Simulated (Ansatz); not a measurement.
# ZrB2 (P6/mmm) in Ansatz: notebook

The runs below take ZrB2 through single point, with PBEsol.

All numbers are computed with Ansatz 0.2.0; they aren't measurements. Logs are shortened: lines on timing, memory, paths and dates and some standing lists are left out, and cuts for length are marked.

### 1 The crystal as given

Symmetry: P6/mmm, No. 191, hexagonal system. Conventional cell: a = 3.170 Å, b = 3.170 Å, c = 3.533 Å, α = 90.00°, β = 90.00°, γ = 120.00°. Around Zr (site symmetry 6/mmm) lie 12 B at 2.54 Å. B (site symmetry -6m2) is surrounded by 3 B at 1.83 Å.

### 2 Single point, PBEsol, 9.63 Å³/atom (volume scaled by 0.94)

File input.yaml:

```yaml
crystal:
  lattice:
    - [3.1052879646, 0.0, 0.0]
    - [-1.5526439823, 2.6892582634, 0.0]
    - [0.0, 0.0, 3.4608777221]
  atoms:
    - { symbol: Zr, position: [0.0, 0.0, 0.0] }
    - { symbol: B, position: [0.6666666667, 0.3333333333, 0.5] }
    - { symbol: B, position: [0.3333333333, 0.6666666667, 0.5] }
kpoints:
  mp_grid: { grid: [10, 10, 8] }
scf:
  occupations: { method: fermi_dirac, width: 0.05 }
hamiltonian:
  xc: pbesol
  pseudopotentials: { kind: all_electron, lapw: { basis_error: 0.001 } }
output:
  forces: true
  stress: true
  eigenvalues: true
```

Potentials or basis: all-electron LAPW, scalar-relativistic.

On the command line:

```sh
> ansatz run input.yaml --threads 2 --pin off --max-ram 8192MiB --backend cpu --events-out ev --progress --plain --runs-dir out
```

What it wrote:

```text
Warning: RAYON_NUM_THREADS=2 ignored (pool sized by the plan → 2); use --threads N
LAPW: plane waves up to 8.779 Å⁻¹, error target 1.0e-3 eV per atom; small_component_spin mean_spin; B in spheres of 0.896 Å, 5 of its electrons in bands, Dirac shells []; Zr in spheres of 1.221 Å, 30 of its electrons in bands, Dirac shells [] (how accurate: hamiltonian.pseudopotentials.lapw.basis_error, Limitations)
Engine: ansatz 0.2.0, aarch64-unknown-linux-gnu
Pseudopotentials: kind: all_electron
Pseudopotential: Zr, LAPW, valence charge 30, lapw/all_electron/scalar/gaussian/Zr, Koelling and Harmon's equation, gaussian nucleus
Pseudopotential: B, LAPW, valence charge 5, lapw/all_electron/scalar/gaussian/B, Koelling and Harmon's equation, gaussian nucleus
Functional definition: PBEsol
  exchange = pbesol_x
  correlation = pbesol_c
Crystal: 3 atoms, lattice volume = 28.902 Å³
Basis set: ecut = 293.6289575539842 eV, 339 PW (Γ), exchange–correlation at level 2
Bands: 24, of which v1, the nominal top of the filled ones, is band 20 counted from 1 (19 counted from 0)
Symmetry: 24 space group operations
Space group: P6/mmm (ITA 191), of the structure as read, at distance tolerance 3.1e-5 Å
k-points: 70 of 800
Non-local potential: Zr, projectors of the file, none
Non-local potential: B, projectors of the file, none
Initial density: superposition of atomic densities (chi_scale 0.1, normalization cell, long waves kept (reshape's long-wave potential 0.00 eV rms))
Initial wavefunctions: plane waves of lowest kinetic energy (no species holds an atomic orbital)
Functional: x = pbesol(κ = 0.804, μ = 0.12345679012345678), c = pbesol(β = 0.046)
iter 1 solved again at ethr=8.12e-3 eV; its pass at ethr=1.00e-1 eV (dr2=3.25e0 eV) is discarded
SCF iter   1: F=—  HF=-99222.216012 eV  |F-HF|=—  |Δ(HF+E_count)|=         —  Δρ=7.67e-2  dr2=3.25e0  ethr=8.12e-3  ⟨swp⟩=2.0  Hψ=11093  notcnv=0
preconditioner: auto → none  [insulator: Δε(μ)=0.147 eV  Ē_g=17.306 eV  σ=0.050 eV  W_gap=0.52  n_scr=8 (ndim 8)  ℏωp=27.6 eV  f_vac=0.000  D(μ)=0.31/eV (n_scr^D=0)  ε∞_Penn≈3.5]
SCF iter   2: F=—  HF=-99221.203267 eV  |F-HF|=—  |Δ(HF+E_count)|=    1.01e0  Δρ=2.59e-2  dr2=4.27e-1  ethr=8.12e-3  ⟨swp⟩=3.0  Hψ=5172  notcnv=0
iter 3 solved again at ethr=4.72e-5 eV; its pass at ethr=1.07e-3 eV (dr2=1.89e-2 eV) is discarded
SCF iter   3: F=—  HF=-99221.027189 eV  |F-HF|=—  |Δ(HF+E_count)|=   1.76e-1  Δρ=8.12e-3  dr2=1.89e-2  ethr=4.72e-5  ⟨swp⟩=2.0  Hψ=8820  notcnv=0
SCF iter   4: F=—  HF=-99221.022079 eV  |F-HF|=—  |Δ(HF+E_count)|=         —  Δρ=1.46e-3  dr2=6.23e-4  ethr=4.72e-5  ⟨swp⟩=3.0  Hψ=5067  notcnv=0
the basis was enlarged: its passes take 35.9 KiB over the memory plan, 2 of 2 planned eigensolver slots
SCF iter   5: F=—  HF=-99221.021823 eV  |F-HF|=—  |Δ(HF+E_count)|=   2.56e-4  Δρ=2.23e-4  dr2=7.67e-6  ethr=1.56e-6  ⟨swp⟩=3.0  Hψ=4967  notcnv=0
SCF iter   6: F=—  HF=-99221.021826 eV  |F-HF|=—  |Δ(HF+E_count)|=   3.02e-6  Δρ=4.12e-5  dr2=3.88e-7  ethr=1.92e-8  ⟨swp⟩=2.2  Hψ=4702  notcnv=0
SCF iter   7: F=-99221.021826 eV  HF=-99221.021826 eV  |F-HF|=4.79e-9  |Δ(HF+E_count)|=   1.14e-7  Δρ=2.79e-6  dr2=2.20e-9  ethr=9.70e-10  ⟨swp⟩=3.0  Hψ=4817  notcnv=0
SCF 1 converged in 7 iterations: F = -99221.021826 eV  dr2 = 2.20e-9
SCF converged after 7 iterations
Free energy (F): -99221.021826 eV
Harris-Foulkes:  -99221.021826 eV  (|F-HF|=4.79e-9)
Internal energy: -99221.019172 eV  (E = F + TS)
E sigma→0 (E₀):  -99221.020499 eV
Entropy (-TS):   -0.002654 eV (-0.885 meV/atom)
Fermi energy:    18.190569 eV
--- Per-component energies (eV) ---
  E_band       = -4602.529318
  E_kinetic    = 102432.111090
  E_xc         = -3274.774548
  E_electrostatic = -198378.355713  (all electrons and nuclei)
  E_smearing   = -0.002654  (= −TS)
  E_closure    = 0.000000  (closes the sum)
  E_atoms      = -99195.794468  (free atoms, spherical and without spin; not in F)
  Σ components = -99221.021826   (vs F -99221.021826, Δ=0.00e0)
  Basis errors (estimates in eV, not in F): energy 5.0e-4 per atom: plane waves 4.6e-4 (2.6e-4 summed), levels above the bands 8.2e-49, relativity 5.1e-9, radial functions 3.8e-5, core shells 4.2e-12; eigenvalues (radial functions only) 6.8e-6; not estimated: angular momenta, meshes, grids; target (lapw.basis_error) 1.0e-3; muffin-tin radii B 0.896 Å, Zr 1.221 Å
--- Forces (eV/Å), atoms counted from 1 ---
  atom   1  Zr     0.00000000     0.00000000     0.00000000
  atom   2  B      0.00000000     0.00000000     0.00000000
  atom   3  B      0.00000000    -0.00000000     0.00000000
  max |Σ_I F_I| component: 5.55e-17 eV/Å
--- Stress (GPa, compression-positive) ---
       12.780197      -0.000000       0.000000
        0.000000      12.780197       0.000000
        0.000000       0.000000      11.453544
  P = ⅓ Tr σ = 12.3380 GPa (123.380 kbar)
--- Band table (eV; the first three rows and the last of 70) ---
  k-point 0: bands = ["-379.1475", "-292.2860", "-292.2720", "-292.2720", "-153.6583", "-153.6456", "-149.7099", "-149.7081", "-149.7081", "-149.6964", "-149.6964", "-30.0024", "-8.2648", "-7.6038", "-7.6038", "5.3289", "15.5429", "15.5596", "15.5596", "16.0294", "21.9863", "21.9863", "22.8165", "22.8165"]
  k-point 1: bands = ["-379.1475", "-292.2860", "-292.2720", "-292.2720", "-153.6583", "-153.6456", "-149.7099", "-149.7081", "-149.7081", "-149.6964", "-149.6964", "-29.9985", "-8.3376", "-7.5989", "-7.5989", "5.5888", "14.4240", "15.7149", "15.7149", "17.0878", "20.9073", "20.9073", "22.3045", "22.3045"]
  k-point 2: bands = ["-379.1475", "-292.2860", "-292.2720", "-292.2720", "-153.6584", "-153.6456", "-149.7099", "-149.7081", "-149.7081", "-149.6964", "-149.6964", "-29.9891", "-8.5080", "-7.5871", "-7.5871", "6.2848", "13.0401", "16.1678", "16.1678", "18.3883", "19.6851", "19.6851", "21.1236", "21.1236"]
  k-point 69: bands = ["-379.1475", "-292.2860", "-292.2720", "-292.2720", "-153.6528", "-153.6511", "-149.7099", "-149.7081", "-149.7081", "-149.6964", "-149.6964", "-29.8081", "-8.4446", "-8.3872", "-8.2314", "8.8825", "9.8541", "13.3587", "15.5080", "15.6400", "22.6622", "24.6098", "24.8958", "25.1662"]
```

Run time: 5.1 s. Hardware: 2 threads of Arm Neoverse V2, shared host; peak memory 0.33 GiB.

Results:

```yaml
Free_energy: -99221.0218 eV
Pressure: 12.3 GPa
Band_gap_on_the_k_mesh: none (metal or under the smearing width)
```

### 3 Single point, PBEsol, 9.84 Å³/atom (volume scaled by 0.96)

input.yaml: that of step 2 with these lines changed.

```diff
@@ -2,5 +2,5 @@
   lattice:
-    - [3.1052879646, 0.0, 0.0]
-    - [-1.5526439823, 2.6892582634, 0.0]
-    - [0.0, 0.0, 3.4608777221]
+    - [3.1271569103, 0.0, 0.0]
+    - [-1.5635784551, 2.7081973259, 0.0]
+    - [0.0, 0.0, 3.4852509034]
   atoms:
```

Potentials or basis: all-electron LAPW, scalar-relativistic.

On the command line:

```sh
> ansatz run input.yaml --threads 2 --pin off --max-ram 8192MiB --backend cpu --events-out ev --progress --plain --runs-dir out
```

Run time: 5.1 s. Hardware: 2 threads of Arm Neoverse V2, shared host; peak memory 0.33 GiB.

The run converged. Its results:

- Free energy: -99221.0574 eV
- Pressure: 6.3 GPa
- Band gap on the k mesh: none (metal or under the smearing width)

### 4 Single point, PBEsol, 10.04 Å³/atom (volume scaled by 0.98)

input.yaml: that of step 3 with these lines changed.

```diff
@@ -2,5 +2,5 @@
   lattice:
-    - [3.1271569103, 0.0, 0.0]
-    - [-1.5635784551, 2.7081973259, 0.0]
-    - [0.0, 0.0, 3.4852509034]
+    - [3.1487241912, 0.0, 0.0]
+    - [-1.5743620956, 2.7268751391, 0.0]
+    - [0.0, 0.0, 3.5092878761]
   atoms:
```

On the command line:

```sh
> ansatz run input.yaml --threads 2 --pin off --max-ram 8192MiB --backend cpu --events-out ev --progress --plain --runs-dir out
```

It took 5.1 s on 2 threads of Arm Neoverse V2, shared host; peak memory 0.33 GiB.

The run converged. Its results:

- Free energy: -99221.0711 eV
- Pressure: 0.9 GPa
- Band gap on the k mesh: none (metal or under the smearing width)

### 5 Single point, PBEsol, 10.25 Å³/atom

input.yaml: that of step 4 with these lines changed.

```diff
@@ -2,5 +2,5 @@
   lattice:
-    - [3.1487241912, 0.0, 0.0]
-    - [-1.5743620956, 2.7268751391, 0.0]
-    - [0.0, 0.0, 3.5092878761]
+    - [3.17, 0.0, 0.0]
+    - [-1.585, 2.74530053, 0.0]
+    - [0.0, 0.0, 3.533]
   atoms:
```

On the command line:

```sh
> ansatz run input.yaml --threads 2 --pin off --max-ram 8192MiB --backend cpu --events-out ev --progress --plain --runs-dir out
```

Run time: 5.1 s. Hardware: 2 threads of Arm Neoverse V2, shared host; peak memory 0.33 GiB.

The run converged. Its results:

```
Free energy            : -99221.0648 eV
Pressure               : -4.1 GPa
Band gap on the k mesh : none (metal or under the smearing width)
```

### 6 Single point, PBEsol, 10.45 Å³/atom (volume scaled by 1.02)

input.yaml: that of step 5 with these lines changed.

```diff
@@ -2,5 +2,5 @@
   lattice:
-    - [3.17, 0.0, 0.0]
-    - [-1.585, 2.74530053, 0.0]
-    - [0.0, 0.0, 3.533]
+    - [3.1909939893, 0.0, 0.0]
+    - [-1.5954969947, 2.7634818581, 0.0]
+    - [0.0, 0.0, 3.5563980329]
   atoms:
```

Potentials or basis: all-electron LAPW, scalar-relativistic.

On the command line:

```sh
> ansatz run input.yaml --threads 2 --pin off --max-ram 8192MiB --backend cpu --events-out ev --progress --plain --runs-dir out
```

It took 5 s on 2 threads of Arm Neoverse V2, shared host; peak memory 0.33 GiB.

The run converged. Its results:

- Free energy: -99221.0405 eV
- Pressure: -8.5 GPa
- Band gap on the k mesh: none (metal or under the smearing width)

### 7 Single point, PBEsol, 10.66 Å³/atom (volume scaled by 1.04)

input.yaml: that of step 6 with these lines changed.

```diff
@@ -2,5 +2,5 @@
   lattice:
-    - [3.1909939893, 0.0, 0.0]
-    - [-1.5954969947, 2.7634818581, 0.0]
-    - [0.0, 0.0, 3.5563980329]
+    - [3.2117153101, 0.0, 0.0]
+    - [-1.6058576551, 2.7814270483, 0.0]
+    - [0.0, 0.0, 3.5794921737]
   atoms:
```

On the command line:

```sh
> ansatz run input.yaml --threads 2 --pin off --max-ram 8192MiB --backend cpu --events-out ev --progress --plain --runs-dir out
```

Run time: 5 s. Hardware: 2 threads of Arm Neoverse V2, shared host; peak memory 0.33 GiB.

It converged, with:

* Free energy: -99221.0000 eV
* Pressure: -12.6 GPa
* Band gap on the k mesh: none (metal or under the smearing width)

### 8 Single point, PBEsol, 10.86 Å³/atom (volume scaled by 1.06)

input.yaml: that of step 7 with these lines changed.

```diff
@@ -2,5 +2,5 @@
   lattice:
-    - [3.2117153101, 0.0, 0.0]
-    - [-1.6058576551, 2.7814270483, 0.0]
-    - [0.0, 0.0, 3.5794921737]
+    - [3.2321726471, 0.0, 0.0]
+    - [-1.6160863235, 2.7991436218, 0.0]
+    - [0.0, 0.0, 3.6022921016]
   atoms:
```

On the command line:

```sh
> ansatz run input.yaml --threads 2 --pin off --max-ram 8192MiB --backend cpu --events-out ev --progress --plain --runs-dir out
```

It took 5 s on 2 threads of Arm Neoverse V2, shared host; peak memory 0.33 GiB.

Results (log left out):

```
Free energy            : -99220.9446 eV
Pressure               : -16.2 GPa
Band gap on the k mesh : none (metal or under the smearing width)
```

### 9 For comparison

An earlier run on the cell as given: functional PBEsol; potentials or basis all-electron LAPW, scalar-relativistic; cutoff 281 eV (chosen from the basis error); basis error allowed 0.001 eV/atom; k mesh 10 × 10 × 8; occupations fermi-dirac, width 0.05 eV; no spin polarisation.

- Pressure: -4.1 GPa
- Band gap on the k mesh: none (metal or under the smearing width)
- Loewdin charges: Zr +0.73; B -0.35 e
